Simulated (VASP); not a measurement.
# W (Im-3m) in VASP: further runs

Runs on W. Level: PBE. Tasks: relaxation of cell and atoms, vibrations by finite differences.

All numbers are computed with VASP 6.6.1; they aren't measurements. Logs are shortened: lines on timing, memory, paths and dates and some standing lists are left out, and cuts for length are marked.

## 1. Starting point

It takes space group Im-3m (No. 229, cubic). Conventional cell: a = 3.165 Å, b = 3.165 Å, c = 3.165 Å, α = 90.00°, β = 90.00°, γ = 90.00°. W (site symmetry m-3m) is surrounded by 8 W at 2.74 Å.

## 2. Relaxation of cell and atoms, PBE

INCAR

```
SYSTEM = W
ALGO = Fast
EDIFF = 1E-7
EDIFFG = -0.002
ENCUT = 520
GGA = PE
IBRION = 2
ISIF = 3
ISMEAR = 0
LASPH = .True.
LCHARG = .False.
LREAL = .False.
LWAVE = .False.
NELM = 60
NSW = 80
PREC = Accurate
SIGMA = 1.0
```

KPOINTS

```
k-points
0
Gamma
  18 18 18
  0 0 0
```

POSCAR

```
W
1.0
   -1.5823450000      1.5823450000      1.5823450000
    1.5823450000     -1.5823450000      1.5823450000
    1.5823450000      1.5823450000     -1.5823450000
W
1
Direct
    0.0000000000      0.0000000000      0.0000000000
```

Potentials or basis: VASP PAW PBE potentials, release 64 (W_sv).

Run with:

```
$ cat potpaw_PBE.64/W_sv/POTCAR > POTCAR
$ mpirun -np 1 vasp_std > vasp.out
```

OUTCAR:

```text
SYSTEM = W
   EDIFF = 1E-7
   EDIFFG = -0.002
   ENCUT = 520
   GGA = PE
   IBRION = 2
   ISIF = 3
   ISMEAR = 0
   LASPH = .True.
   LREAL = .False.
   NELM = 60
   NSW = 80
   PREC = Accurate

 ion  position               nearest neighbor table
   1  0.000  0.000  0.000-

  LATTYP: Found a body centered cubic cell.
 ALAT       =     3.1646900000

  Lattice vectors:

 A1 = (  -1.5823450000,   1.5823450000,   1.5823450000)
 A2 = (   1.5823450000,  -1.5823450000,   1.5823450000)
 A3 = (   1.5823450000,   1.5823450000,  -1.5823450000)

Analysis of symmetry for initial positions (statically):
=====================================================================
 Subroutine PRICEL returns:
 Original cell was already a primitive cell.

 Routine SETGRP: Setting up the symmetry group for a
 body centered cubic supercell.

 Subroutine GETGRP returns: Found 48 space group operations
 (whereof 48 operations were pure point group operations)
 out of a pool of 48 trial point group operations.

The static configuration has the point symmetry O_h .

Analysis of symmetry for dynamics (positions and initial velocities):
=====================================================================
 Subroutine PRICEL returns:
 Original cell was already a primitive cell.

 Routine SETGRP: Setting up the symmetry group for a
 body centered cubic supercell.

 Subroutine GETGRP returns: Found 48 space group operations
 (whereof 48 operations were pure point group operations)
 out of a pool of 48 trial point group operations.

The dynamic configuration has the point symmetry O_h .

 Subroutine INISYM returns: Found 48 space group operations
 (whereof 48 operations are pure point group operations),
 and found     1 'primitive' translations

----------------------------------------------------------------------------------------

                                     Primitive cell

  volume of cell :      15.8476

  direct lattice vectors                    reciprocal lattice vectors
    -1.582345000  1.582345000  1.582345000     0.000000000  0.315986716  0.315986716
     1.582345000 -1.582345000  1.582345000     0.315986716  0.000000000  0.315986716
     1.582345000  1.582345000 -1.582345000     0.315986716  0.315986716  0.000000000

  length of vectors
     2.740701935  2.740701935  2.740701935     0.446872699  0.446872699  0.446872699

  position of ions in fractional coordinates (direct lattice)
     0.000000000  0.000000000  0.000000000

  ion indices of the primitive-cell ions
   primitive index   ion index
                 1           1

----------------------------------------------------------------------------------------

 KPOINTS: k-points

Automatic generation of k-mesh.
 Grid dimensions read from file:
 generate k-points for:   18   18   18

 Generating k-lattice:

  Cartesian coordinates                     Fractional coordinates (reciprocal lattice)
     0.000000000  0.017554818  0.017554818     0.055555556  0.000000000  0.000000000
     0.017554818  0.000000000  0.017554818     0.000000000  0.055555556  0.000000000
     0.017554818  0.017554818  0.000000000     0.000000000  0.000000000  0.055555556

  Length of vectors
     0.024826261  0.024826261  0.024826261

  Shift w.r.t. Gamma in fractional coordinates (k-lattice)
     0.000000000  0.000000000  0.000000000

 Subroutine IBZKPT returns following result:
 ===========================================

 Found    195 irreducible k-points:

 Following reciprocal coordinates:
            Coordinates               Weight
  0.000000  0.000000  0.000000      1.000000
  0.055556  0.000000  0.000000     12.000000
  0.111111  0.000000  0.000000     12.000000
  0.166667  0.000000  0.000000     12.000000
  0.222222  0.000000  0.000000     12.000000
  0.277778  0.000000  0.000000     12.000000
[... 16 lines left out ...]
  0.333333  0.111111 -0.000000     48.000000
  0.388889  0.111111  0.000000     48.000000
 [... further k-points ...]
   k-points           NKPTS =    195   k-points in BZ     NKDIM =    195   number of bands    NBANDS=     11
   number of dos      NEDOS =    301   number of ions     NIONS =      1
   total plane-waves  NPLWV =   8000
   dimension x,y,z NGX =    20 NGY =   20 NGZ =   20
   dimension x,y,z NGXF=    40 NGYF=   40 NGZF=   40
   ions per type =               1
   NGX,Y,Z   is equivalent  to a cutoff of  12.13, 12.13, 12.13 a.u.
   NGXF,Y,Z  is equivalent  to a cutoff of  24.26, 24.26, 24.26 a.u.
 SYSTEM =  W
   PREC   = accura    normal or accurate (medium, high low for compatibility)
   ISTART =      0    job   : 0-new  1-cont  2-samecut
   ICHARG =      2    charge: 1-file 2-atom 10-const
   ISPIN  =      1    spin polarized calculation?
   LNONCOLLINEAR =      F non collinear calculations
   LSORBIT =      F    spin-orbit coupling
   LASPH  =      T    aspherical Exc in radial PAW
   ENCUT  =  520.0 eV  38.22 Ry    6.18 a.u.   5.10  5.10  5.10*2*pi/ulx,y,z
   NELM   =     60;   NELMIN=  2; NELMDL= -5     # of ELM steps
   EDIFF  = 0.1E-06   stopping-criterion for ELM
   LREAL  =      F    real-space projection
   EDIFFG = -.2E-02   stopping-criterion for IOM
   NSW    =     80    number of steps for IOM
   IBRION =      2    ionic relax: 0-MD 1-quasi-New 2-CG
   NFREE  =      1    steps in history (QN), initial steepest desc. (CG)
   ISIF   =      3    stress and relaxation
   ISYM   =      2    0-nonsym 1-usesym 2-fastsym
   POTIM  = 0.5000    time-step for ionic-motion
   TEBEG  =    0.0;   TEEND  =   0.0 temperature during run
   PSTRESS=    0.0 pullay stress
   NELECT =      14.0000    total number of electrons
   NUPDOWN=      -1.0000    fix difference up-down
   EMIN   =  10.00;   EMAX   =-10.00  energy-range for DOS
   EFERMI =   0.00;   METHOD = LEGACY
   ISMEAR =     0;   SIGMA  =   1.00  broadening in eV -4-tet -1-fermi 0-gaus
   EFERMI_NEDOS =   21; number of points for ismear=-14 and -15
   IALGO  =     68    algorithm
   IMIX   =      4    mixing-type and parameters
     AMIX     =   0.40;   BMIX     =  1.00
     AMIX_MAG =   1.60;   BMIX_MAG =  1.00
  volume/ion in A,a.u.               =      15.85       106.94
  Fermi-wavevector in a.u.,A,eV,Ry     =   1.570832  2.968442 33.572544  2.467512
  Thomas-Fermi vector in A             =   2.672506
   LORBIT       =      0    0 simple, 1 ext, 2 COOP (PROOUT), +10 PAW based schemes
   GGA     = PE    functional components
   LHFCALC =     F    Hartree Fock is set to
   AEXX    =    0.0000 exact exchange contribution
   IVDW    =     0    specifies the selected vdW correction
   LEPSILON=     F    determine dielectric tensor
   LRPA    =     F    only Hartree local field effects (RPA)
 conjugate gradient relaxation of ions
 non-spin polarized calculation
 RMM-DIIS sequential band-by-band and
 Gauss-broadening in eV      SIGMA  =   1.00
  energy-cutoff  :      520.00
  volume of cell :       15.85
 maximum number of plane-waves:       440
   NGX = 11   NGY = 11   NGZ = 11

--------------------------------------- Ionic step        1  -------------------------------------------

 number of electron      14.0000004 magnetization

 Free energy of the ion-electron system (eV)
  ---------------------------------------------------
  ext. energy  EPLUGINS =         0.00000000
  ---------------------------------------------------
  free energy    TOTEN  =       -13.07266609 eV

  energy without entropy =      -12.80000011  energy(sigma->0) =      -12.93633310

------------------------ aborting loop because EDIFF is reached ----------------------------------------

  FORCE on cell =-STRESS in cart. coord.  units (eV):
  Direction    XX          YY          ZZ          XY          YZ          ZX
  --------------------------------------------------------------------------------------
  -------------------------------------------------------------------------------------
  Total        0.7061298      0.7061298      0.7061298     -0.0000000      0.0000000      0.0000000
  in kB       71.3890512     71.3890512     71.3890512     -0.0000000      0.0000000      0.0000000
  external PRESSURE =      71.3890512 kB  Pullay stress =       0.0000000 kB
[... 20 lines left out ...]
  energy  without entropy=      -12.8000001088  energy(sigma->0) =      -12.93633310

--------------------------------------- Ionic step        2  -------------------------------------------

 number of electron      14.0000002 magnetization

 E-fermi :   9.9504     XC(G=0): -13.0771

 val. band max:        9.9502417746   @ k =   0.5000   0.5000   0.0556
 cond. band min:       9.9521399128   @ k =  -0.1667   0.2222   0.1111
 fundamental gap:      0.0018981383
 Fermi energy:         9.9503957493

 k-point     1 :       0.0000    0.0000    0.0000
  band No.  band energies     occupation
      1     -64.2390      2.00000
      2     -27.9298      2.00000
      3     -27.9298      2.00000
      4     -27.9298      2.00000
      5       0.9730      2.00000
      6       8.9874      1.82675
      7       8.9874      1.82675
      8       8.9874      1.82675
      9      12.0879      0.00250
     10      12.0879      0.00250
     11      24.3213      0.00000
[... 389 lines left out ...]
  energy  without entropy=      -12.8001921799  energy(sigma->0) =      -12.94039913

--------------------------------------- Ionic step        4  -------------------------------------------

 number of electron      13.9999999 magnetization

 Free energy of the ion-electron system (eV)
  ---------------------------------------------------
  ext. energy  EPLUGINS =         0.00000000
  ---------------------------------------------------
  free energy    TOTEN  =       -13.08061427 eV

  energy without entropy =      -12.80042460  energy(sigma->0) =      -12.94051943

 E-fermi :  11.0294     XC(G=0): -13.5088

 val. band max:       11.0117242527   @ k =  -0.1667   0.1667   0.1111
 cond. band min:      11.0726606339   @ k =  -0.4444   0.5000   0.2778
 fundamental gap:      0.0609363813
 Fermi energy:        11.0293827864

 k-point     1 :       0.0000    0.0000    0.0000
  band No.  band energies     occupation
      1     -63.0609      2.00000
      2     -26.6592      2.00000
      3     -26.6592      2.00000
      4     -26.6592      2.00000
      5       1.6062      2.00000
      6       9.9404      1.87645
      7       9.9404      1.87645
      8       9.9404      1.87645
      9      13.3406      0.00108
     10      13.3406      0.00108
     11      25.5806      0.00000
[... 350 lines left out ...]
  FREE ENERGIE OF THE ION-ELECTRON SYSTEM (eV)
  ---------------------------------------------------
  free  energy   TOTEN  =       -13.0806142715 eV

  energy  without entropy=      -12.8004245976  energy(sigma->0) =      -12.94051943

 reached required accuracy - stopping structural energy minimisation
```

Run time: 37 s. Hardware: 1 thread of Intel Xeon 6975P-C (Granite Rapids), shared host; peak memory 0.16 GiB.

Results:

```yaml
Free_energy: -13.0806 eV
Relaxed_volume: 16.21 Å³/atom
Relaxed_cell: a = 2.762 Å, b = 2.762 Å, c = 2.762 Å, α = 109.47°, β = 109.47°, γ = 109.47°
Space_group_after_relaxing_to_0.05_Å: Im-3m (No. 229)
Energy_gained_by_relaxing: 7.9 meV/atom
Ionic_steps: 4
Pressure_after_relaxing: 0.0 GPa
Band_gap_on_the_k_mesh: none (metal or under the smearing width)
```

Step by step:
```tsv
step	energy change (eV)	largest force (eV/Å)	pressure (GPa)	volume (Å³)
1	0.0000	0.0000	7.14	15.85
2	0.0773	0.0000	-19.39	17.52
3	-0.0079	0.0000	-0.20	16.23
4	-0.0079	0.0000	-0.01	16.21
```

Final structure:
```
CELL_PARAMETERS angstrom
-1.59447 1.59447 1.59447
1.59447 -1.59447 1.59447
1.59447 1.59447 -1.59447
ATOMIC_POSITIONS crystal
W 0.00000 0.00000 0.00000
```

Spin-orbit coupling is left out, which matters for the levels of W. PBE usually gives volumes a little too large and moduli too small.

## 3. Relaxation of cell and atoms, PBE

This run uses another cell than the first one, of 16.21 Å³/atom, 1.023 times its volume.

INCAR is that of step 2.

KPOINTS is that of step 2.

POSCAR

```
W                                       
1.0
   -1.5944692728      1.5944692728      1.5944692728
    1.5944692728     -1.5944692728      1.5944692728
    1.5944692728      1.5944692728     -1.5944692728
  W             
     1
Direct
     0.0000000000000000    0.0000000000000000    0.0000000000000000
```

Potentials or basis: VASP PAW PBE potentials, release 64 (W_sv).

Run with:

```
$ cat potpaw_PBE.64/W_sv/POTCAR > POTCAR
$ mpirun -np 1 vasp_std > vasp.out
```

OUTCAR:

```text
SYSTEM = W
   EDIFF = 1E-7
   EDIFFG = -0.002
   ENCUT = 520
   GGA = PE
   IBRION = 2
   ISIF = 3
   ISMEAR = 0
   LASPH = .True.
   LREAL = .False.
   NELM = 60
   NSW = 80
   PREC = Accurate

 ion  position               nearest neighbor table
   1  0.000  0.000  0.000-

  LATTYP: Found a body centered cubic cell.
 ALAT       =     3.1889385456

  Lattice vectors:

 A1 = (  -1.5944692728,   1.5944692728,   1.5944692728)
 A2 = (   1.5944692728,  -1.5944692728,   1.5944692728)
 A3 = (   1.5944692728,   1.5944692728,  -1.5944692728)

Analysis of symmetry for initial positions (statically):
=====================================================================
 Subroutine PRICEL returns:
 Original cell was already a primitive cell.

 Routine SETGRP: Setting up the symmetry group for a
 body centered cubic supercell.

 Subroutine GETGRP returns: Found 48 space group operations
 (whereof 48 operations were pure point group operations)
 out of a pool of 48 trial point group operations.

The static configuration has the point symmetry O_h .

Analysis of symmetry for dynamics (positions and initial velocities):
[... 170 lines left out ...]
      1     -63.0610      2.00000
      2     -26.6593      2.00000
      3     -26.6593      2.00000
      4     -26.6593      2.00000
      5       1.6062      2.00000
      6       9.9404      1.87645
      7       9.9404      1.87645
      8       9.9404      1.87645
      9      13.3406      0.00108
     10      13.3406      0.00108
     11      25.5806      0.00000
[... 309 lines left out ...]
 k-point    24 :       0.3889    0.1111    0.0000
  band No.  band energies     occupation
      1     -62.9395      2.00000
      2     -27.7820      2.00000
      3     -27.0819      2.00000
      4     -26.7182      2.00000
      5       5.4166      2.00000
      6       7.8143      1.99999
      7      10.5020      1.54417
      8      13.1056      0.00332
      9      14.3910      0.00000
     10      17.3656      0.00000
     11      21.7573      0.00000

 [... further k-points ...]

------------------------ aborting loop because EDIFF is reached ----------------------------------------

  FORCE on cell =-STRESS in cart. coord.  units (eV):
  Direction    XX          YY          ZZ          XY          YZ          ZX
  --------------------------------------------------------------------------------------
  -------------------------------------------------------------------------------------
  Total        0.0004644      0.0004644      0.0004644     -0.0000000     -0.0000000      0.0000000
  in kB        0.0458920      0.0458920      0.0458920     -0.0000000     -0.0000000      0.0000000
  external PRESSURE =       0.0458920 kB  Pullay stress =       0.0000000 kB

 VOLUME and BASIS-vectors are now :
 -----------------------------------------------------------------------------
  energy-cutoff  :      520.00
  volume of cell :       16.21
      direct lattice vectors                 reciprocal lattice vectors
    -1.594469273  1.594469273  1.594469273     0.000000000  0.313583967  0.313583967
     1.594469273 -1.594469273  1.594469273     0.313583967  0.000000000  0.313583967
     1.594469273  1.594469273 -1.594469273     0.313583967  0.313583967  0.000000000

 POSITION                                       TOTAL-FORCE (eV/Angst)
 -----------------------------------------------------------------------------------
      0.00000      0.00000      0.00000         0.000000     -0.000000      0.000000
 -----------------------------------------------------------------------------------
    total drift:                                0.000000      0.000000      0.000000

  FREE ENERGIE OF THE ION-ELECTRON SYSTEM (eV)
  ---------------------------------------------------
  free  energy   TOTEN  =       -13.0808498189 eV

  energy  without entropy=      -12.8006575216  energy(sigma->0) =      -12.94075367

 reached required accuracy - stopping structural energy minimisation
```

CONTCAR:

```text
W
   1.00000000000000
    -1.5944692728000001    1.5944692728000001    1.5944692728000001
     1.5944692728000001   -1.5944692728000001    1.5944692728000001
     1.5944692728000001    1.5944692728000001   -1.5944692728000001
  W
     1
Direct
     0.0000000000000000    0.0000000000000000    0.0000000000000000

  0.00000000E+00  0.00000000E+00  0.00000000E+00
```

It took 13 s on 1 thread of Intel Xeon 6975P-C (Granite Rapids), shared host; peak memory 0.16 GiB.

Results:

```
Free energy             : -13.0808 eV
Pressure after relaxing : 0.0 GPa
Band gap on the k mesh  : none (metal or under the smearing width)
```

Final structure:
```xyz
1
Lattice="-1.5945 1.5945 1.5945 1.5945 -1.5945 1.5945 1.5945 1.5945 -1.5945" Properties=species:S:1:pos:R:3 pbc="T T T"
W     0.0000    0.0000    0.0000
```

Levels at points of the mesh, in eV from the Fermi level:
```
           k point  band 5  band 6  band 7  band 8  band 9  band 10
(0.00, 0.00, 0.00)   -9.42   -1.09   -1.09   -1.09    2.31     2.31
(0.50, 0.00, 0.00)   -6.04   -3.36    0.69    2.19    3.15     6.06
(0.50, 0.50, 0.50)   -5.56   -5.56    5.11    5.11    5.11     8.16
```

Caveat: the relaxation stopped at its first step, so nothing moved.

## 4. Vibrations by finite differences, PBE

This run uses another cell than the first one, of 16.21 Å³/atom, 1.023 times its volume.

INCAR

```
SYSTEM = W
PREC = Accurate ; ENCUT = 520
EDIFF = 1E-8 ; ISMEAR = 0
SIGMA = 1.0 ; LREAL = .False.
LASPH = .True. ; NELM = 60
ALGO = Fast ; ISIF = 3
LWAVE = .False. ; LCHARG = .False.
GGA = PE ; NBANDS = 13
IBRION = 6 ; NFREE = 2
POTIM = 0.015 ; NSW = 1
```

KPOINTS

```
Automatic mesh
0
Gamma
  18 18 18
  0 0 0
```

POSCAR is that of step 3.

Run with:

```
$ cat potpaw_PBE.64/W_sv/POTCAR > POTCAR
$ mpirun -np 1 vasp_std > vasp.out
```

It took 12 min on 1 thread of Intel Xeon 6975P-C (Granite Rapids), shared host; peak memory 0.65 GiB.

It converged, with:

| Quantity | Value |
| --- | --- |
| Elastic constants C11, C12, C44 | 475, 208, 136 GPa |
| Voigt bulk modulus | 297 GPa |

Elastic tensor in Voigt notation (GPa, in the Cartesian axes of the cell as first typed):
```
475 208 208   0   0   0
208 475 208   0   0   0
208 208 475   0   0   0
  0   0   0 136   0   0
  0   0   0   0 136   0
  0   0   0   0   0 136
```

Clamped-ion elastic tensor (GPa):
```
475 208 208   0   0   0
208 475 208   0   0   0
208 208 475   0   0   0
  0   0   0 136   0   0
  0   0   0   0 136   0
  0   0   0   0   0 136
```

Caveat: elastic constants of metals need much finer meshes, so these are rough. Spin-orbit coupling is left out, which matters for the levels of W.
